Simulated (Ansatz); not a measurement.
# In2O3: a line through an energy map

One line of a two-coordinate grid on In₂O₃ (R-3c, No. 167; 10 atoms in the cell): lattice constant a (and b) is varied, at lattice constant c = 15.018 Å.

Method: DFT PBEsol, scalar-relativistic, plane waves, PAW, in Ansatz 0.2.0.

16 further runs of the same task are left out: 16 set aside as unsound or not needed.

**1. Starting point**

It takes space group R-3c (No. 167, trigonal). The conventional cell has a = 5.512 Å, b = 5.512 Å, c = 14.534 Å, α = 90.00°, β = 90.00°, γ = 120.00°. In (site symmetry 3) has 6 O at 2.13 to 2.26 Å as nearest neighbours. O (site symmetry 2) has 4 In at 2.13 to 2.26 Å as nearest neighbours.

Coordinates:

```cif
data_structure
_symmetry_space_group_name_H-M 'P 1'
_symmetry_Int_Tables_number 1
_cell_length_a 5.7963
_cell_length_b 5.7963
_cell_length_c 5.7963
_cell_angle_alpha 56.781
_cell_angle_beta 56.781
_cell_angle_gamma 56.781
_cell_volume 127.47
loop_
_atom_site_label
_atom_site_type_symbol
_atom_site_fract_x
_atom_site_fract_y
_atom_site_fract_z
_atom_site_occupancy
In1 In 0.35745 0.35745 0.35745 1
In2 In 0.14255 0.14255 0.14255 1
In3 In 0.64255 0.64255 0.64255 1
In4 In 0.85745 0.85745 0.85745 1
O1 O 0.54584 0.95416 0.25000 1
O2 O 0.25000 0.54584 0.95416 1
O3 O 0.95416 0.25000 0.54584 1
O4 O 0.45416 0.04584 0.75000 1
O5 O 0.75000 0.45416 0.04584 1
O6 O 0.04584 0.75000 0.45416 1
```

This cell was relaxed beforehand with the same method: volume 12.75 Å³/atom, gap on the mesh 1.12 eV.

**2. What is varied**

The energy is mapped over the lattice constants a and c of the conventional cell.

The axes are (1) lattice constant a (and b): 7 values from 5.236 to 5.788 Å; (2) lattice constant c: 7 values from 13.807 to 15.260 Å.

Nothing else is relaxed (fractional coordinates fixed). Energies count from the relaxed crystal. Points are written as (first, second).

**3. Point (5.236 Å, 15.018 Å)**

The input, input.yaml:

```yaml
crystal:
  lattice:
    - [2.6182, 1.5116184748, 5.006]
    - [-2.6182, 1.5116184748, 5.006]
    - [0.0, -3.0232369496, 5.006]
  atoms:
    - { symbol: In, position: [0.3574536553, 0.3574536553, 0.3574536553] }
    - { symbol: In, position: [0.1425463447, 0.1425463447, 0.1425463447] }
    - { symbol: In, position: [0.6425463447, 0.6425463447, 0.6425463447] }
    - { symbol: In, position: [0.8574536553, 0.8574536553, 0.8574536553] }
    - { symbol: O, position: [0.5458387896, 0.9541612104, 0.25] }
    - { symbol: O, position: [0.25, 0.5458387896, 0.9541612104] }
    - { symbol: O, position: [0.9541612104, 0.25, 0.5458387896] }
    - { symbol: O, position: [0.4541612104, 0.0458387896, 0.75] }
    - { symbol: O, position: [0.75, 0.4541612104, 0.0458387896] }
    - { symbol: O, position: [0.0458387896, 0.75, 0.4541612104] }
basis:
  ecutwfc: 520.0
kpoints:
  mp_grid: { grid: [6, 6, 6] }
hamiltonian:
  xc: pbesol
scf:
  occupations: { method: gaussian, width: 0.05 }
output:
  forces: true
  stress: true
  eigenvalues: true
```

On the command line:

```sh
ansatz run input.yaml --threads 2 --pin off --max-ram 4096MiB --backend cpu --events-out ev --progress --plain --runs-dir out
```

Standard output, cut to the lines that bear on the results:

```text
Warning: RAYON_NUM_THREADS=2 ignored (pool sized by the plan → 2); use --threads N
[...]
Pseudopotentials: kind: paw
Pseudopotential: In, paw, valence charge 13, recommended cutoff 420 eV (normal), In.paw.azcp
Pseudopotential: O, paw, valence charge 6, recommended cutoff 420 eV (normal), O.paw.azcp
Functional definition: PBEsol
[...]
Crystal: 10 atoms, lattice volume = 118.874 Å³
Basis set: ecut = 520 eV, 3217 PW (Γ), exchange–correlation on 90×90×90 points (8 copies of the dense FFT grid, shifted against one another)
Bands: 54, of which v1, the nominal top of the filled ones, is band 44 counted from 1 (43 counted from 0)
Symmetry: 12 space group operations
Space group: R-3c (ITA 167), of the structure as read, at distance tolerance 4.9e-5 Å
k-points: 32 of 216
[...]
SCF iter   1: F=—  HF=-25466.929812 eV  |F-HF|=—  |Δ(HF+E_count)|=         —  Δρ=1.64e-2  dr2=2.59e-1  ethr=1.77e-3  ⟨swp⟩=6.2  Hψ=7381  notcnv=0  defer=20
[...]
SCF iter   7: F=-25466.856615 eV  HF=-25466.856615 eV  |F-HF|=4.24e-9  |Δ(HF+E_count)|=   7.48e-8  Δρ=2.89e-6  dr2=1.06e-8  ethr=1.14e-10  ⟨swp⟩=9.9  Hψ=6895  notcnv=0
[...]
SCF converged after 7 iterations
Free energy (F): -25466.856615 eV
[...]
E sigma→0 (E₀):  -25466.856615 eV
Fermi energy:    10.665566 eV
[...]
--- Forces (eV/Å), atoms counted from 1 ---
  atom   1  In    -0.00000000    -0.00000000    -0.69213269
  atom   2  In    -0.00000000     0.00000000     0.69213269
  atom   3  In     0.00000000     0.00000000     0.69213269
  atom   4  In     0.00000000    -0.00000000    -0.69213269
  atom   5  O     -0.26168421     0.00000000     0.00000000
  atom   6  O      0.13084211    -0.22662518     0.00000000
  atom   7  O      0.13084211     0.22662518    -0.00000000
  atom   8  O      0.26168421     0.00000000    -0.00000000
[...]
--- Stress (GPa, compression-positive) ---
       22.144105      -0.000000      -0.000000
       -0.000000      22.144105      -0.000000
       -0.000000      -0.000000       4.113177
  P = ⅓ Tr σ = 16.1338 GPa (161.338 kbar)
--- Band table (eV; the first three rows and the last of 32) ---
[...]
```

Run time: 5.2 s. Hardware: 2 threads of Intel Xeon Platinum 8375C at 2.90GHz (Ice Lake), shared host; peak memory 0.65 GiB.

That is 77 meV/atom from the zero.

**4. Point (5.328 Å, 15.018 Å)**

input.yaml, as its differences from that of step 3:

```diff
@@ -2,5 +2,5 @@
   lattice:
-    - [2.6182, 1.5116184748, 5.006]
-    - [-2.6182, 1.5116184748, 5.006]
-    - [0.0, -3.0232369496, 5.006]
+    - [2.66415, 1.5381477196, 5.006]
+    - [-2.66415, 1.5381477196, 5.006]
+    - [0.0, -3.0762954393, 5.006]
   atoms:
```

On the command line:

```sh
ansatz run input.yaml --threads 2 --pin off --max-ram 4096MiB --backend cpu --events-out ev --progress --plain --runs-dir out
```

Standard output, cut to the lines that bear on the results:

```text
[...]
SCF converged after 7 iterations
Free energy (F): -25467.305102 eV
[...]
E sigma→0 (E₀):  -25467.305102 eV
Fermi energy:    9.956970 eV
[...]
--- Forces (eV/Å), atoms counted from 1 ---
  atom   1  In     0.00000000     0.00000000    -0.50960605
  atom   2  In     0.00000000    -0.00000000     0.50960605
  atom   3  In    -0.00000000    -0.00000000     0.50960605
  atom   4  In    -0.00000000     0.00000000    -0.50960605
  atom   5  O     -0.16248887    -0.00000000    -0.00000000
  atom   6  O      0.08124444    -0.14071949    -0.00000000
  atom   7  O      0.08124444     0.14071949     0.00000000
  atom   8  O      0.16248887     0.00000000     0.00000000
[...]
--- Stress (GPa, compression-positive) ---
       12.292398      -0.000000      -0.000000
       -0.000000      12.292398       0.000000
       -0.000000       0.000000      -0.747535
  P = ⅓ Tr σ = 7.9458 GPa (79.458 kbar)
--- Band table (eV; the first three rows and the last of 32) ---
[...]
```

Run time: 5.3 s. Hardware: 2 threads of Intel Xeon Platinum 8375C at 2.90GHz (Ice Lake), shared host; peak memory 0.62 GiB.

Energy on the map's scale: 33 meV/atom.

**5. Grid point (5.420 Å, 15.018 Å)**

input.yaml, as its differences from that of step 4:

```diff
@@ -2,5 +2,5 @@
   lattice:
-    - [2.66415, 1.5381477196, 5.006]
-    - [-2.66415, 1.5381477196, 5.006]
-    - [0.0, -3.0762954393, 5.006]
+    - [2.71005, 1.564648097, 5.006]
+    - [-2.71005, 1.564648097, 5.006]
+    - [0.0, -3.1292961941, 5.006]
   atoms:
```

On the command line:

```sh
ansatz run input.yaml --threads 2 --pin off --max-ram 4096MiB --backend cpu --events-out ev --progress --plain --runs-dir out
```

Standard output, cut to the lines that bear on the results:

```text
Warning: RAYON_NUM_THREADS=2 ignored (pool sized by the plan → 2); use --threads N
[...]
Pseudopotentials: kind: paw
Pseudopotential: In, paw, valence charge 13, recommended cutoff 420 eV (normal), In.paw.azcp
Pseudopotential: O, paw, valence charge 6, recommended cutoff 420 eV (normal), O.paw.azcp
Functional definition: PBEsol
[...]
Crystal: 10 atoms, lattice volume = 127.361 Å³
Basis set: ecut = 520 eV, 3385 PW (Γ), exchange–correlation on 90×90×90 points (8 copies of the dense FFT grid, shifted against one another)
Bands: 54, of which v1, the nominal top of the filled ones, is band 44 counted from 1 (43 counted from 0)
Symmetry: 12 space group operations
Space group: R-3c (ITA 167), of the structure as read, at distance tolerance 5.0e-5 Å
k-points: 32 of 216
[...]
SCF iter   1: F=—  HF=-25467.596812 eV  |F-HF|=—  |Δ(HF+E_count)|=         —  Δρ=1.65e-2  dr2=2.88e-1  ethr=1.77e-3  ⟨swp⟩=6.2  Hψ=7162  notcnv=0  defer=21
[...]
SCF iter   7: F=-25467.518299 eV  HF=-25467.518299 eV  |F-HF|=6.73e-9  |Δ(HF+E_count)|=   1.70e-7  Δρ=2.27e-6  dr2=8.56e-9  ethr=1.14e-10  ⟨swp⟩=10.4  Hψ=7088  notcnv=0
[...]
SCF converged after 7 iterations
Free energy (F): -25467.518299 eV
[...]
E sigma→0 (E₀):  -25467.518299 eV
Fermi energy:    9.283844 eV
[...]
--- Forces (eV/Å), atoms counted from 1 ---
  atom   1  In    -0.00000000     0.00000000    -0.37376809
  atom   2  In    -0.00000000    -0.00000000     0.37376809
  atom   3  In     0.00000000    -0.00000000     0.37376809
  atom   4  In     0.00000000     0.00000000    -0.37376809
  atom   5  O     -0.08923681    -0.00000000    -0.00000000
  atom   6  O      0.04461840    -0.07728134    -0.00000000
  atom   7  O      0.04461840     0.07728134     0.00000000
  atom   8  O      0.08923681     0.00000000     0.00000000
[...]
--- Stress (GPa, compression-positive) ---
        3.933480       0.000000      -0.000000
        0.000000       3.933480       0.000000
       -0.000000       0.000000      -4.642406
  P = ⅓ Tr σ = 1.0749 GPa (10.749 kbar)
--- Band table (eV; the first three rows and the last of 32) ---
[...]
```

Run time: 5.5 s. Hardware: 2 threads of Intel Xeon Platinum 8375C at 2.90GHz (Ice Lake), shared host; peak memory 0.66 GiB.

That is 11 meV/atom from the zero.

**6. Grid point (5.512 Å, 15.018 Å)**

input.yaml, as its differences from that of step 5:

```diff
@@ -2,5 +2,5 @@
   lattice:
-    - [2.71005, 1.564648097, 5.006]
-    - [-2.71005, 1.564648097, 5.006]
-    - [0.0, -3.1292961941, 5.006]
+    - [2.7559971599, 1.5911757021, 5.006]
+    - [-2.7559971599, 1.5911757021, 5.006]
+    - [0.0, -3.1823514043, 5.006]
   atoms:
```

On the command line:

```sh
ansatz run input.yaml --threads 2 --pin off --max-ram 4096MiB --backend cpu --events-out ev --progress --plain --runs-dir out
```

Standard output, cut to the lines that bear on the results:

```text
Warning: RAYON_NUM_THREADS=2 ignored (pool sized by the plan → 2); use --threads N
[...]
Pseudopotentials: kind: paw
Pseudopotential: In, paw, valence charge 13, recommended cutoff 420 eV (normal), In.paw.azcp
Pseudopotential: O, paw, valence charge 6, recommended cutoff 420 eV (normal), O.paw.azcp
Functional definition: PBEsol
[...]
Crystal: 10 atoms, lattice volume = 131.716 Å³
Basis set: ecut = 520 eV, 3529 PW (Γ), exchange–correlation on 90×90×90 points (8 copies of the dense FFT grid, shifted against one another)
Bands: 54, of which v1, the nominal top of the filled ones, is band 44 counted from 1 (43 counted from 0)
Symmetry: 12 space group operations
Space group: R-3c (ITA 167), of the structure as read, at distance tolerance 5.1e-5 Å
k-points: 32 of 216
[...]
SCF iter   1: F=—  HF=-25467.607492 eV  |F-HF|=—  |Δ(HF+E_count)|=         —  Δρ=1.66e-2  dr2=3.04e-1  ethr=1.77e-3  ⟨swp⟩=6.2  Hψ=7034  notcnv=0  defer=21
[...]
SCF iter   7: F=-25467.526065 eV  HF=-25467.526065 eV  |F-HF|=7.55e-9  |Δ(HF+E_count)|=   1.58e-7  Δρ=2.48e-6  dr2=1.04e-8  ethr=1.14e-10  ⟨swp⟩=10.3  Hψ=6845  notcnv=0
[...]
SCF converged after 7 iterations
Free energy (F): -25467.526065 eV
[...]
E sigma→0 (E₀):  -25467.526065 eV
Fermi energy:    8.658482 eV
[...]
--- Forces (eV/Å), atoms counted from 1 ---
  atom   1  In     0.00000000     0.00000000    -0.27633314
  atom   2  In     0.00000000    -0.00000000     0.27633314
  atom   3  In    -0.00000000    -0.00000000     0.27633314
  atom   4  In    -0.00000000     0.00000000    -0.27633314
  atom   5  O     -0.03836713    -0.00000000     0.00000000
  atom   6  O      0.01918357    -0.03322691    -0.00000000
  atom   7  O      0.01918357     0.03322691     0.00000000
  atom   8  O      0.03836713    -0.00000000     0.00000000
[...]
--- Stress (GPa, compression-positive) ---
       -3.140179       0.000000       0.000000
        0.000000      -3.140179       0.000000
        0.000000       0.000000      -7.737782
  P = ⅓ Tr σ = -4.6727 GPa (-46.727 kbar)
--- Band table (eV; the first three rows and the last of 32) ---
[...]
```

Wall time 5.8 s (2 threads of Intel Xeon Platinum 8375C at 2.90GHz (Ice Lake), shared host); peak memory 0.66 GiB.

That is 11 meV/atom from the zero.

**7. The run at (5.696 Å, 15.018 Å)**

input.yaml, as its differences from that of step 6:

```diff
@@ -2,5 +2,5 @@
   lattice:
-    - [2.7559971599, 1.5911757021, 5.006]
-    - [-2.7559971599, 1.5911757021, 5.006]
-    - [0.0, -3.1823514043, 5.006]
+    - [2.84785, 1.6442069641, 5.006]
+    - [-2.84785, 1.6442069641, 5.006]
+    - [0.0, -3.2884139282, 5.006]
   atoms:
```

On the command line:

```sh
ansatz run input.yaml --threads 2 --pin off --max-ram 4096MiB --backend cpu --events-out ev --progress --plain --runs-dir out
```

Standard output, cut to the lines that bear on the results:

```text
[...]
SCF converged after 7 iterations
Free energy (F): -25467.027463 eV
[...]
E sigma→0 (E₀):  -25467.027463 eV
Fermi energy:    7.524562 eV
[...]
--- Forces (eV/Å), atoms counted from 1 ---
  atom   1  In    -0.00000000    -0.00000000    -0.17070217
  atom   2  In    -0.00000000     0.00000000     0.17070217
  atom   3  In     0.00000000    -0.00000000     0.17070217
  atom   4  In     0.00000000    -0.00000000    -0.17070217
  atom   5  O      0.00828520     0.00000000     0.00000000
  atom   6  O     -0.00414260     0.00717519     0.00000000
  atom   7  O     -0.00414260    -0.00717519    -0.00000000
  atom   8  O     -0.00828520     0.00000000     0.00000000
[...]
--- Stress (GPa, compression-positive) ---
      -14.043796       0.000000       0.000000
        0.000000     -14.043796      -0.000000
        0.000000      -0.000000     -12.026379
  P = ⅓ Tr σ = -13.3713 GPa (-133.713 kbar)
--- Band table (eV; the first three rows and the last of 32) ---
[...]
```

It took 6.5 s on 2 threads of Intel Xeon Platinum 8375C at 2.90GHz (Ice Lake), shared host; peak memory 0.68 GiB.

That is 60 meV/atom from the zero.

**8. The run at (5.788 Å, 15.018 Å)**

input.yaml, as its differences from that of step 7:

```diff
@@ -2,5 +2,5 @@
   lattice:
-    - [2.84785, 1.6442069641, 5.006]
-    - [-2.84785, 1.6442069641, 5.006]
-    - [0.0, -3.2884139282, 5.006]
+    - [2.8938, 1.670736209, 5.006]
+    - [-2.8938, 1.670736209, 5.006]
+    - [0.0, -3.341472418, 5.006]
   atoms:
```

On the command line:

```sh
ansatz run input.yaml --threads 2 --pin off --max-ram 4096MiB --backend cpu --events-out ev --progress --plain --runs-dir out
```

Standard output, cut to the lines that bear on the results:

```text
Warning: RAYON_NUM_THREADS=2 ignored (pool sized by the plan → 2); use --threads N
[...]
Pseudopotentials: kind: paw
Pseudopotential: In, paw, valence charge 13, recommended cutoff 420 eV (normal), In.paw.azcp
Pseudopotential: O, paw, valence charge 6, recommended cutoff 420 eV (normal), O.paw.azcp
Functional definition: PBEsol
[...]
Crystal: 10 atoms, lattice volume = 145.217 Å³
Basis set: ecut = 520 eV, 3901 PW (Γ), exchange–correlation on 90×90×90 points (8 copies of the dense FFT grid, shifted against one another)
Bands: 54, of which v1, the nominal top of the filled ones, is band 44 counted from 1 (43 counted from 0)
Symmetry: 12 space group operations
Space group: R-3c (ITA 167), of the structure as read, at distance tolerance 5.3e-5 Å
k-points: 32 of 216
[...]
SCF iter   1: F=—  HF=-25466.656047 eV  |F-HF|=—  |Δ(HF+E_count)|=         —  Δρ=1.69e-2  dr2=3.60e-1  ethr=1.77e-3  ⟨swp⟩=6.1  Hψ=6519  notcnv=0  defer=12
[...]
SCF converged after 7 iterations
Free energy (F): -25466.565722 eV
[...]
E sigma→0 (E₀):  -25466.565721 eV
Entropy (-TS):   -0.000001 eV (-0.000 meV/atom)
Fermi energy:    7.005884 eV
[...]
--- Forces (eV/Å), atoms counted from 1 ---
  atom   1  In    -0.00000000    -0.00000000    -0.15159679
  atom   2  In    -0.00000000     0.00000000     0.15159679
  atom   3  In     0.00000000     0.00000000     0.15159679
  atom   4  In     0.00000000    -0.00000000    -0.15159679
  atom   5  O      0.00958751    -0.00000000     0.00000000
  atom   6  O     -0.00479376     0.00830303    -0.00000000
  atom   7  O     -0.00479376    -0.00830303     0.00000000
  atom   8  O     -0.00958751     0.00000000     0.00000000
[...]
--- Stress (GPa, compression-positive) ---
      -18.151664       0.000000      -0.000000
        0.000000     -18.151664      -0.000000
        0.000000      -0.000000     -13.428827
  P = ⅓ Tr σ = -16.5774 GPa (-165.774 kbar)
--- Band table (eV; the first three rows and the last of 32) ---
[...]
```

Run time: 5.9 s. Hardware: 2 threads of Intel Xeon Platinum 8375C at 2.90GHz (Ice Lake), shared host; peak memory 0.69 GiB.

On the map this point reads 107 meV/atom.

**9. Changed: occupations.method tetrahedron, width left out**

input.yaml, as its differences from that of step 8:

```diff
@@ -23,6 +23,6 @@
 scf:
-  occupations: { method: gaussian, width: 0.05 }
+  occupations: { method: tetrahedron }
 output:
   forces: true
+  eigenvalues: true
   stress: true
-  eigenvalues: true
```

On the command line:

```sh
ansatz run input.yaml --threads 2 --pin off --max-ram 4096MiB --backend cpu --events-out ev --progress --plain --runs-dir out
```

Standard output, cut to the lines that bear on the results:

```text
Warning: output.forces, output.stress, relax.cell or npt_langevin: where a Kohn–Sham band that disperses or a degenerate level is filled in part under the method tetrahedron, the forces or the stress that this run publishes need not agree with its energy (scf.occupations.method in the [...]
Warning: RAYON_NUM_THREADS=2 ignored (pool sized by the plan → 2); use --threads N
[...]
Pseudopotentials: kind: paw
Pseudopotential: In, paw, valence charge 13, recommended cutoff 420 eV (normal), In.paw.azcp
Pseudopotential: O, paw, valence charge 6, recommended cutoff 420 eV (normal), O.paw.azcp
Functional definition: PBEsol
[...]
Crystal: 10 atoms, lattice volume = 145.217 Å³
Basis set: ecut = 520 eV, 3901 PW (Γ), exchange–correlation on 90×90×90 points (8 copies of the dense FFT grid, shifted against one another)
Bands: 54, of which v1, the nominal top of the filled ones, is band 44 counted from 1 (43 counted from 0)
Symmetry: 12 space group operations
Space group: R-3c (ITA 167), of the structure as read, at distance tolerance 5.3e-5 Å
k-points: 32 of 216
[...]
SCF converged after 7 iterations
Stability not checked: this state was not tested for a lower state beside it, because cold or Methfessel-Paxton smearing, or corrected tetrahedra, fill the levels in a way that the test cannot read (fill_not_monotonic; see scf.lower_state_search)
Free energy (F): -25466.565722 eV
[...]
E sigma→0 (E₀):  -25466.565722 eV
Fermi energy:    6.865101 eV
[...]
--- Forces (eV/Å), atoms counted from 1 ---
  atom   1  In    -0.00000000    -0.00000000    -0.15162152
  atom   2  In    -0.00000000     0.00000000     0.15162152
  atom   3  In     0.00000000     0.00000000     0.15162152
  atom   4  In     0.00000000    -0.00000000    -0.15162152
  atom   5  O      0.00958345     0.00000000    -0.00000000
  atom   6  O     -0.00479173     0.00829952    -0.00000000
  atom   7  O     -0.00479173    -0.00829952     0.00000000
  atom   8  O     -0.00958345    -0.00000000    -0.00000000
[...]
--- Stress (GPa, compression-positive) ---
      -18.151650       0.000000      -0.000000
        0.000000     -18.151650      -0.000000
        0.000000      -0.000000     -13.428828
  P = ⅓ Tr σ = -16.5774 GPa (-165.774 kbar)
--- Band table (eV; the first three rows and the last of 32) ---
[...]
```

Wall time 6.3 s (2 threads of Intel Xeon Platinum 8375C at 2.90GHz (Ice Lake), shared host); peak memory 0.68 GiB.

| run | ending | energy change | pressure (GPa) | gap (eV) | force (eV/Å) | cycles | time |
| --- | --- | --- | --- | --- | --- | --- | --- |
| step 8 | converged | 0 | -16.6 | 0.26 | 0.15 | 7 | 5.9 s |
| variant | converged | 0.0 meV/atom (σ→0) | -16.6 | 0.26 | 0.15 | 7 | 6.3 s |

Changing the smearing leaves the energy as it was (0.0 meV/atom).

**10. The line in numbers**

```
lattice constant a (and b) (Å)  step  energy (meV/atom)  slope (meV/atom per Å)  pressure (GPa)  band gap on the k-mesh (eV)  largest force on an atom (eV/Å)
                         5.236     3                 77                    −628            16.1                         1.40                             0.69
                         5.328     4                 33                    −354             7.9                         1.25                             0.51
                         5.420     5                 11                    −115             1.1                         1.09                             0.37
                         5.512     6                 11                      94            −4.7                         0.90                             0.28
                         5.604     –                 28                     276            −9.4                         0.69                             0.21
                         5.696     7                 60                     433           −13.4                         0.48                             0.17
                         5.788     8                107                     569           −16.6                         0.26                             0.15
```

Energies count from the relaxed crystal. Rows without a step come from runs not printed here or follow by symmetry. Slopes come from the forces (and the stress, where the cell changes), not from differences of energies.

```csv
run,outcome
"step 9, run with occupations.method tetrahedron, width left out (against step 8)",0.0 meV/atom
```

What this shows: The lowest point of the line is at 5.512 Å, 11 meV/atom from the zero. A fit to energies and slopes at the lowest point and its two neighbours puts the minimum at 5.4693 Å, with a curvature of about 2300 meV/atom per Å². The highest point computed, at 5.788 Å, lies 96 meV/atom above the lowest. This is one cut through a surface in two coordinates; the map's lowest point lies off it. A rigid map gives upper bounds: relaxing the other coordinates can only lower a point.

The gaps are Kohn-Sham values of a semilocal functional, not quasiparticle or optical gaps. Such gaps usually fall short of the measured ones.
